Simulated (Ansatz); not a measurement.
# NiO (Fm-3m) in Ansatz: further runs

The runs below take NiO through single point, equation of state, with PBE.

All numbers are computed with Ansatz 0.2.0; they aren't measurements. Logs are shortened: lines on timing, memory, paths and dates and some standing lists are left out, and cuts for length are marked.

## Step 1: The structure

It takes space group Fm-3m (No. 225, cubic). The conventional cell has a = 4.172 Å, b = 4.172 Å, c = 4.172 Å, α = 90.00°, β = 90.00°, γ = 90.00°. Ni (site symmetry m-3m) has 6 O at 2.09 Å as nearest neighbours. O (site symmetry m-3m) has 6 Ni at 2.09 Å as nearest neighbours.

## Step 2: Single point, PBE, collinear spin, ferromagnetic start, 8.53 Å³/atom (volume scaled by 0.94)

File input.yaml:

```yaml
crystal:
  lattice:
    - [0.0, 2.0433202721, 2.0433202721]
    - [2.0433202721, 0.0, 2.0433202721]
    - [2.0433202721, 2.0433202721, 0.0]
  atoms:
    - { symbol: Ni, position: [0.0, 0.0, 0.0], spin: 1.0 }
    - { symbol: O, position: [0.5, 0.5, 0.5] }
hamiltonian:
  xc: pbe
  pseudopotentials: { kind: paw }
magnetization:
  spin_polarized: true
kpoints:
  mp_grid: { grid: [11, 11, 11] }
scf:
  occupations: { method: fermi_dirac, width: 0.05 }
output:
  forces: true
  stress: true
  eigenvalues: true
  write_density: true
  write_potential: true
  elf: true
  volumetric_format: npy
```

Potentials or basis: Ansatz PAW.

Command:

```console
$ ansatz run input.yaml --threads 2 --pin off --max-ram 5120MiB --backend cpu --events-out ev --progress --plain --runs-dir out
```

Standard output:

```text
Warning: RAYON_NUM_THREADS=2 ignored (pool sized by the plan → 2); use --threads N
Engine: ansatz 0.2.0, aarch64-unknown-linux-gnu
Pseudopotentials: kind: paw
Pseudopotential: Ni, paw, valence charge 18, recommended cutoff 420 eV (normal), Ni.paw.azcp
Pseudopotential: O, paw, valence charge 6, recommended cutoff 420 eV (normal), O.paw.azcp
Functional definition: PBE
  parameter kappa = 0.804
  parameter beta = 0.06672455060314922
  exchange = pbe_x(kappa = kappa, mu = beta*pi^2/3)
  correlation = pbe_c(beta = beta)
Crystal: 2 atoms, lattice volume = 17.062 Å³
Basis set: ecut = 420 eV, 331 PW (Γ), exchange–correlation on 40×40×40 points (8 copies of the dense FFT grid, shifted against one another)
Bands: 17, of which v1, the nominal top of the filled ones, is band 12 counted from 1 (11 counted from 0)
Symmetry: 48 space group operations
Space group: Fm-3m (ITA 225), of the structure as read, at distance tolerance 2.6e-5 Å
Magnetic group: BNS 225.116 (UNI 1618), of the structure as read, at distance tolerance 2.6e-5 Å
k-points: 56 of 1331
Non-local potential: Ni, projectors of the file, l = 0: 3, l = 1: 2, l = 2: 3, l = 3: 1
Non-local potential: O, projectors of the file, l = 0: 2, l = 1: 2, l = 2: 1
PAW form: soft (Blöchl's): semilocal exchange-correlation on the pseudo side does not see the compensation charge
PAW one-centre angular grid: Ni, 590 points (default); XC on 64 Gauss nodes
PAW one-centre angular grid: O, 110 points (default); XC on 64 Gauss nodes
Initial density: superposition of atomic densities (chi_scale 0.1, normalization cell, long waves kept (reshape's long-wave potential 0.00 eV rms))
Starting moments: Σ|m| = 1 μB on 1 of 2 sites
Initial wavefunctions: pseudopotential atomic-orbital guess
Functional: x = pbe(κ = 0.804, μ = 0.2195149727645171), c = pbe(β = 0.06672455060314922)
SCF iter   1: F=—  HF=-6404.173132 eV  |F-HF|=—  |Δ(HF+E_count)|=         —  Δρ=1.98e-1 (↑6.63e-2 ↓1.98e-1)  dr2=7.27e0  dr2_m=9.50e-1  M=0.306 μB ∫|m|=0.307 μB  β_m=0.30  ethr=3.10e-3  ⟨swp⟩=5.5  Hψ=8332  notcnv=0
Mixer restart at iter 1: flushing history
preconditioner: auto → none  [metal: Δε(μ)=0.036 eV  Ē_g=14.645 eV  σ=0.050 eV  W_gap=0.18  n_scr=8 (ndim 8)  ℏωp=36.0 eV  f_vac=0.000  D(μ)=1.60/eV (n_scr^D=14)  sad-step TF]
SCF iter   2: F=—  HF=-6404.863514 eV  |F-HF|=—  |Δ(HF+E_count)|=   6.90e-1  Δρ=8.58e-2 (↑3.12e-2 ↓8.58e-2)  dr2=9.70e-1  dr2_m=3.00e-1  M=0.413 μB ∫|m|=0.414 μB  β_m=0.38  ethr=3.10e-3  ⟨swp⟩=3.0  Hψ=4811  notcnv=0  defer=11
SCF iter   3: F=—  HF=-6405.377284 eV  |F-HF|=—  |Δ(HF+E_count)|=   5.14e-1  Δρ=4.39e-2 (↑1.68e-2 ↓4.39e-2)  dr2=3.06e-1  dr2_m=7.69e-2  M=0.421 μB ∫|m|=0.422 μB  β_m=0.54  ethr=3.10e-3  ⟨swp⟩=2.0  Hψ=3297  notcnv=0  defer=7
SCF iter   4: F=—  HF=-6405.543801 eV  |F-HF|=—  |Δ(HF+E_count)|=   1.67e-1  Δρ=1.62e-2 (↑7.32e-3 ↓1.62e-2)  dr2=3.21e-2  dr2_m=1.10e-2  M=0.498 μB ∫|m|=0.499 μB  β_m=0.59  ethr=1.28e-3  ⟨swp⟩=2.5  Hψ=3082  notcnv=0  defer=7
SCF iter   5: F=—  HF=-6405.740277 eV  |F-HF|=—  |Δ(HF+E_count)|=         —  Δρ=8.85e-2 (↑7.67e-2 ↓8.85e-2)  dr2=2.76e-2  dr2_m=1.06e0  M=1.225 μB ∫|m|=1.226 μB  β_m=1.00  ethr=1.34e-4  ⟨swp⟩=2.0  Hψ=3317  notcnv=0  defer=8
Mixer restart at iter 5: flushing history
SCF iter   6: F=—  HF=-6405.620704 eV  |F-HF|=—  |Δ(HF+E_count)|=         —  Δρ=2.28e-2 (↑2.28e-2 ↓1.42e-2)  dr2=1.22e-1  dr2_m=1.20e-2  M=1.288 μB ∫|m|=1.290 μB  β_m=0.59  ethr=2.08e-4  ⟨swp⟩=3.2  Hψ=4190  notcnv=0  defer=8
Mixer restart at iter 6: flushing history
SCF iter   7: F=—  HF=-6405.654777 eV  |F-HF|=—  |Δ(HF+E_count)|=   3.41e-2  Δρ=4.44e-2 (↑1.33e-2 ↓4.44e-2)  dr2=2.63e-1  dr2_m=7.31e-2  M=1.446 μB ∫|m|=1.449 μB  β_m=0.36  ethr=2.08e-4  ⟨swp⟩=3.0  Hψ=5151  notcnv=0  defer=22  recentre
SCF iter   8: F=—  HF=-6405.593159 eV  |F-HF|=—  |Δ(HF+E_count)|=   6.16e-2  Δρ=1.33e-2 (↑1.33e-2 ↓6.78e-3)  dr2=1.17e-2  dr2_m=1.28e-2  M=1.347 μB ∫|m|=1.350 μB  β_m=0.35  ethr=2.08e-4  ⟨swp⟩=3.0  Hψ=5007  notcnv=0  defer=23
SCF iter   9: F=—  HF=-6405.590706 eV  |F-HF|=—  |Δ(HF+E_count)|=   2.45e-3  Δρ=8.42e-3 (↑7.36e-3 ↓8.42e-3)  dr2=1.13e-3  dr2_m=9.35e-3  M=1.403 μB ∫|m|=1.406 μB  β_m=0.51  ethr=4.87e-5  ⟨swp⟩=2.4  Hψ=3147  notcnv=0  defer=23
SCF iter  10: F=—  HF=-6405.591155 eV  |F-HF|=—  |Δ(HF+E_count)|=   4.49e-4  Δρ=2.74e-3 (↑2.74e-3 ↓2.53e-3)  dr2=9.70e-6  dr2_m=1.08e-3  M=1.486 μB ∫|m|=1.491 μB  β_m=0.76  ethr=4.71e-6  ⟨swp⟩=2.5  Hψ=3474  notcnv=0  defer=23
SCF iter  11: F=—  HF=-6405.591151 eV  |F-HF|=—  |Δ(HF+E_count)|=   4.21e-6  Δρ=1.16e-3 (↑8.14e-4 ↓1.16e-3)  dr2=1.92e-5  dr2_m=1.50e-4  M=1.512 μB ∫|m|=1.518 μB  β_m=0.82  ethr=4.04e-8  ⟨swp⟩=3.1  Hψ=3705  notcnv=0  defer=23
SCF iter  12: F=—  HF=-6405.591155 eV  |F-HF|=—  |Δ(HF+E_count)|=   4.79e-6  Δρ=2.08e-4 (↑2.08e-4 ↓2.07e-4)  dr2=5.71e-7  dr2_m=6.58e-6  M=1.506 μB ∫|m|=1.512 μB  β_m=0.91  ethr=4.04e-8  ⟨swp⟩=2.0  Hψ=3223  notcnv=0  defer=23
SCF iter  13: F=—  HF=-6405.591201 eV  |F-HF|=—  |Δ(HF+E_count)|=   4.58e-5  Δρ=6.26e-5 (↑5.52e-5 ↓6.26e-5)  dr2=9.65e-8  dr2_m=5.19e-7  M=1.507 μB ∫|m|=1.512 μB  β_m=0.95  ethr=2.38e-9  ⟨swp⟩=2.1  Hψ=2874  notcnv=0  defer=23
SCF iter  14: F=—  HF=-6405.591201 eV  |F-HF|=—  |Δ(HF+E_count)|=   5.29e-9  Δρ=1.52e-5 (↑1.52e-5 ↓1.52e-5)  dr2=3.76e-10  dr2_m=3.59e-8  M=1.507 μB ∫|m|=1.513 μB  β_m=0.97  ethr=4.02e-10  ⟨swp⟩=2.0  Hψ=2806  notcnv=0  defer=23
SCF iter  15: F=-6405.591201 eV  HF=-6405.591201 eV  |F-HF|=8.80e-10  |Δ(HF+E_count)|=   4.03e-9  Δρ=3.69e-6 (↑2.10e-6 ↓3.69e-6)  dr2=1.19e-9  dr2_m=1.10e-9  M=1.507 μB ∫|m|=1.513 μB  ethr=1.57e-12  ⟨swp⟩=4.8  Hψ=10154  notcnv=0
SCF 1 converged in 15 iterations: F = -6405.591201 eV  dr2 = 1.19e-9
SCF converged after 15 iterations
Magnetization: 1.5071 μB (12.7536 up, 11.2464 down)
Absolute magnetization: 1.5122 μB (∫|ρ↑−ρ↓|, with the PAW one-centre terms)
Spin contamination: 0.0077 ħ² per cell (⟨S²⟩ above its minimum at these occupations)
Per-site moments (μB) at R_I (Å): [(1.2265350098875194, 0.8428696122412499), (0.22793086582651403, 0.8428696122412499)]
Free energy (F): -6405.591201 eV
Harris-Foulkes:  -6405.591201 eV  (|F-HF|=8.80e-10)
Internal energy: -6405.579666 eV  (E = F + TS)
E sigma→0 (E₀):  -6405.585434 eV
Entropy (-TS):   -0.011535 eV (-5.768 meV/atom)
Fermi energy:    15.965908 eV
--- Per-component energies (eV) ---
  E_band       = -296.643573
  E_kinetic    = 454.883916
  E_local      = -3888.364438  (includes V_loc(G=0)·N_el)
  E_nonlocal   = 693.329599
  E_hartree    = 1606.567655
  E_xc         = -156.876080
  E_vxc        = -201.338959  (∫ρ·V_xc dr)
  E_paw        = -1792.496781  (= ΣΔE_a)
  E_vpaw       = -568.290610  (= ΣTr[D̂ρ^β])
  E_aug_tail   = 0.003112  (compensation charges beyond the density's cutoff)
  E_ewald      = -3322.626649
  E_smearing   = -0.011535  (= −TS)
  E_closure    = -0.000000  (closes the sum)
  Σ components = -6405.591201   (vs F -6405.591201, Δ=0.00e0)
--- Forces (eV/Å), atoms counted from 1 ---
  atom   1  Ni    -0.00000000     0.00000000     0.00000000
  atom   2  O      0.00000000     0.00000000    -0.00000000
  max |Σ_I F_I| component: 1.09e-29 eV/Å
--- Stress (GPa, compression-positive) ---
       18.613221      -0.000000      -0.000000
        0.000000      18.613221      -0.000000
        0.000000      -0.000000      18.613221
  P = ⅓ Tr σ = 18.6132 GPa (186.132 kbar)
--- Band table (eV; the first three rows and the last of 112) ---
  k-point 0 ↑: bands = ["-88.4017", "-48.7859", "-48.7859", "-48.7859", "-5.2290", "12.5033", "12.5033", "12.5033", "12.8404", "12.8404", "13.1680", "13.1680", "13.1680", "17.7111", "33.7868", "35.1816", "35.1816"]
  k-point 1 ↑: bands = ["-88.4014", "-48.7892", "-48.7864", "-48.7864", "-5.1236", "11.6778", "11.7397", "11.7397", "13.1835", "13.1835", "13.4478", "13.6904", "13.6904", "18.2847", "32.0817", "34.9249", "34.9249"]
  k-point 2 ↑: bands = ["-88.4005", "-48.7981", "-48.7875", "-48.7875", "-4.8275", "10.2657", "10.9242", "10.9242", "13.3670", "13.3670", "13.7149", "14.6028", "14.6028", "19.5031", "29.8273", "33.8341", "33.8341"]
  k-point 55 ↓: bands = ["-86.8116", "-47.2711", "-47.2690", "-47.2568", "-3.0772", "9.3244", "9.3816", "10.2644", "14.5721", "14.8035", "15.1464", "16.1083", "16.8546", "25.3190", "26.8832", "27.0523", "30.5837"]
```

Run time: 2.5 s. Hardware: 2 threads of Arm Neoverse V1, shared host; peak memory 0.3 GiB.

Results:

- Free energy: -6405.5912 eV
- Pressure: 18.6 GPa
- Band gap on the k mesh: none (metal or under the smearing width)
- Net moment: 1.51 μB per cell
- Absolute moment: 1.51 μB per cell
- Site moments: Ni +1.23; O +0.23 μB

Caveat: the pressure holds a Pulay correction of +0.8 GPa for the finite cutoff; a cell with one magnetic atom can't hold antiferromagnetic order, which such compounds often take; semilocal functionals often make such compounds metallic where correlation or magnetic order opens a gap, which also shifts bond lengths.

## Step 3: Single point, PBE, collinear spin, ferromagnetic start, 8.71 Å³/atom (volume scaled by 0.96)

File input.yaml:

```yaml
crystal:
  lattice:
    - [0.0, 2.0577103256, 2.0577103256]
    - [2.0577103256, 0.0, 2.0577103256]
    - [2.0577103256, 2.0577103256, 0.0]
  atoms:
    - { symbol: Ni, position: [0.0, 0.0, 0.0], spin: 1.0 }
    - { symbol: O, position: [0.5, 0.5, 0.5] }
hamiltonian:
  xc: pbe
  pseudopotentials: { kind: paw }
magnetization:
  spin_polarized: true
kpoints:
  mp_grid: { grid: [11, 11, 11] }
scf:
  occupations: { method: fermi_dirac, width: 0.05 }
output:
  forces: true
  stress: true
  eigenvalues: true
```

Potentials or basis: Ansatz PAW.

Command:

```console
$ ansatz run input.yaml --threads 2 --pin off --max-ram 5120MiB --backend cpu --events-out ev --progress --plain --runs-dir out
```

It took 2.2 s on 2 threads of Arm Neoverse V1, shared host; peak memory 0.29 GiB.

Results (log left out):

```
Free energy            : -6405.6278 eV
Pressure               : 13.6 GPa
Band gap on the k mesh : none (metal or under the smearing width)
Net moment             : 1.57 μB per cell
Absolute moment        : 1.58 μB per cell
Site moments           : Ni +1.28; O +0.24 μB
```

Caveat: the pressure holds a Pulay correction of +0.8 GPa for the finite cutoff; a cell with one magnetic atom can't hold antiferromagnetic order, which such compounds often take; semilocal functionals often make such compounds metallic where correlation or magnetic order opens a gap, which also shifts bond lengths.

## Step 4: Single point, PBE, collinear spin, ferromagnetic start, 8.89 Å³/atom (volume scaled by 0.98)

Changes to input.yaml since step 3:

```diff
@@ -2,5 +2,5 @@
   lattice:
-    - [0.0, 2.0577103256, 2.0577103256]
-    - [2.0577103256, 0.0, 2.0577103256]
-    - [2.0577103256, 2.0577103256, 0.0]
+    - [0.0, 2.0719018797, 2.0719018797]
+    - [2.0719018797, 0.0, 2.0719018797]
+    - [2.0719018797, 2.0719018797, 0.0]
   atoms:
```

Command:

```console
$ ansatz run input.yaml --threads 2 --pin off --max-ram 5120MiB --backend cpu --events-out ev --progress --plain --runs-dir out
```

It took 2.2 s on 2 threads of Arm Neoverse V1, shared host; peak memory 0.29 GiB.

The run converged. Its results:

```
Free energy            : -6405.6537 eV
Pressure               : 9.4 GPa
Band gap on the k mesh : none (metal or under the smearing width)
Net moment             : 1.65 μB per cell
Absolute moment        : 1.65 μB per cell
Site moments           : Ni +1.34; O +0.26 μB
```

Caveat: the pressure holds a Pulay correction of +0.8 GPa for the finite cutoff; a cell with one magnetic atom can't hold antiferromagnetic order, which such compounds often take; semilocal functionals often make such compounds metallic where correlation or magnetic order opens a gap, which also shifts bond lengths.

## Step 5: Single point, PBE, collinear spin, ferromagnetic start, 9.08 Å³/atom

Changes to input.yaml since step 4:

```diff
@@ -2,5 +2,5 @@
   lattice:
-    - [0.0, 2.0719018797, 2.0719018797]
-    - [2.0719018797, 0.0, 2.0719018797]
-    - [2.0719018797, 2.0719018797, 0.0]
+    - [0.0, 2.0859016414, 2.0859016414]
+    - [2.0859016414, 0.0, 2.0859016414]
+    - [2.0859016414, 2.0859016414, 0.0]
   atoms:
```

Command:

```console
$ ansatz run input.yaml --threads 2 --pin off --max-ram 5120MiB --backend cpu --events-out ev --progress --plain --runs-dir out
```

Wall time 2.6 s (2 threads of Arm Neoverse V1, shared host); peak memory 0.29 GiB.

It converged, with:

```
Free energy            : -6405.6708 eV
Pressure               : 5.7 GPa
Band gap on the k mesh : none (metal or under the smearing width)
Net moment             : 1.73 μB per cell
Absolute moment        : 1.73 μB per cell
Site moments           : Ni +1.40; O +0.27 μB
```

Caveat: the pressure holds a Pulay correction of +0.7 GPa for the finite cutoff; a cell with one magnetic atom can't hold antiferromagnetic order, which such compounds often take; semilocal functionals often make such compounds metallic where correlation or magnetic order opens a gap, which also shifts bond lengths.

## Step 6: Single point, PBE, collinear spin, ferromagnetic start, 9.26 Å³/atom (volume scaled by 1.02)

Changes to input.yaml since step 5:

```diff
@@ -2,5 +2,5 @@
   lattice:
-    - [0.0, 2.0859016414, 2.0859016414]
-    - [2.0859016414, 0.0, 2.0859016414]
-    - [2.0859016414, 2.0859016414, 0.0]
+    - [0.0, 2.0997159621, 2.0997159621]
+    - [2.0997159621, 0.0, 2.0997159621]
+    - [2.0997159621, 2.0997159621, 0.0]
   atoms:
@@ -21 +21,5 @@
   eigenvalues: true
+  write_density: true
+  write_potential: true
+  elf: true
+  volumetric_format: npy
```

Potentials or basis: Ansatz PAW.

Command:

```console
$ ansatz run input.yaml --threads 2 --pin off --max-ram 5120MiB --backend cpu --events-out ev --progress --plain --runs-dir out
```

Run time: 3 s. Hardware: 2 threads of Arm Neoverse V1, shared host; peak memory 0.29 GiB.

Results (log left out):

```
Free energy            : -6405.6796 eV
Pressure               : 2.2 GPa
Band gap on the k mesh : none (metal or under the smearing width)
Net moment             : 1.78 μB per cell
Absolute moment        : 1.79 μB per cell
Site moments           : Ni +1.44; O +0.29 μB
```

Caveat: the pressure holds a Pulay correction of +0.7 GPa for the finite cutoff; a cell with one magnetic atom can't hold antiferromagnetic order, which such compounds often take; semilocal functionals often make such compounds metallic where correlation or magnetic order opens a gap, which also shifts bond lengths.

## Step 7: Single point, PBE, collinear spin, ferromagnetic start, 9.44 Å³/atom (volume scaled by 1.04)

Changes to input.yaml since step 6:

```diff
@@ -2,5 +2,5 @@
   lattice:
-    - [0.0, 2.0997159621, 2.0997159621]
-    - [2.0997159621, 0.0, 2.0997159621]
-    - [2.0997159621, 2.0997159621, 0.0]
+    - [0.0, 2.1133508634, 2.1133508634]
+    - [2.1133508634, 0.0, 2.1133508634]
+    - [2.1133508634, 2.1133508634, 0.0]
   atoms:
```

Command:

```console
$ ansatz run input.yaml --threads 2 --pin off --max-ram 5120MiB --backend cpu --events-out ev --progress --plain --runs-dir out
```

Wall time 3 s (2 threads of Arm Neoverse V1, shared host); peak memory 0.3 GiB.

Results (log left out):

| Property | Result |
| --- | --- |
| Free energy | -6405.6808 eV |
| Pressure | -1.2 GPa |
| Band gap on the k mesh | none (metal or under the smearing width) |
| Net moment | 1.82 μB per cell |
| Absolute moment | 1.83 μB per cell |
| Site moments | Ni +1.47; O +0.30 μB |

Caveat: the pressure holds a Pulay correction of +0.7 GPa for the finite cutoff; a cell with one magnetic atom can't hold antiferromagnetic order, which such compounds often take; semilocal functionals often make such compounds metallic where correlation or magnetic order opens a gap, which also shifts bond lengths.

## Step 8: Single point, PBE, collinear spin, ferromagnetic start, 9.62 Å³/atom (volume scaled by 1.06)

File input.yaml:

```yaml
crystal:
  lattice:
    - [0.0, 2.1268120599, 2.1268120599]
    - [2.1268120599, 0.0, 2.1268120599]
    - [2.1268120599, 2.1268120599, 0.0]
  atoms:
    - { symbol: Ni, position: [0.0, 0.0, 0.0], spin: 1.0 }
    - { symbol: O, position: [0.5, 0.5, 0.5] }
hamiltonian:
  xc: pbe
  pseudopotentials: { kind: paw }
magnetization:
  spin_polarized: true
kpoints:
  mp_grid: { grid: [11, 11, 11] }
scf:
  occupations: { method: fermi_dirac, width: 0.05 }
output:
  forces: true
  stress: true
  eigenvalues: true
```

Command:

```console
$ ansatz run input.yaml --threads 2 --pin off --max-ram 5120MiB --backend cpu --events-out ev --progress --plain --runs-dir out
```

Wall time 2.5 s (2 threads of Arm Neoverse V1, shared host); peak memory 0.3 GiB.

The run converged. Its results:

```yaml
Free_energy: -6405.6746 eV
Pressure: -4.2 GPa
Band_gap_on_the_k_mesh: none (metal or under the smearing width)
Net_moment: 1.86 μB per cell
Absolute_moment: 1.87 μB per cell
Site_moments: Ni +1.50; O +0.31 μB
```

Caveat: the pressure holds a Pulay correction of +0.7 GPa for the finite cutoff; a cell with one magnetic atom can't hold antiferromagnetic order, which such compounds often take; semilocal functionals often make such compounds metallic where correlation or magnetic order opens a gap, which also shifts bond lengths.

## Step 9: Equation of state, PBE, collinear spin, ferromagnetic start

Potentials or basis: Ansatz PAW.

No new run: the results of the series are fitted here.

Results:

| Item | Value |
| --- | --- |
| Equilibrium volume | 9.37 Å³/atom |
| Bulk modulus | 165 GPa |
| Pressure derivative of the bulk modulus | 3.6 (rough: it moves with the points fitted) |

Energy against volume, from the lowest point:
```
volume (Å³/atom)  energy (meV/atom)
           8.531              44.79
           8.713              26.51
           8.894              13.55
           9.076               4.99
           9.257               0.59
           9.439               0.00
           9.620               3.09
```
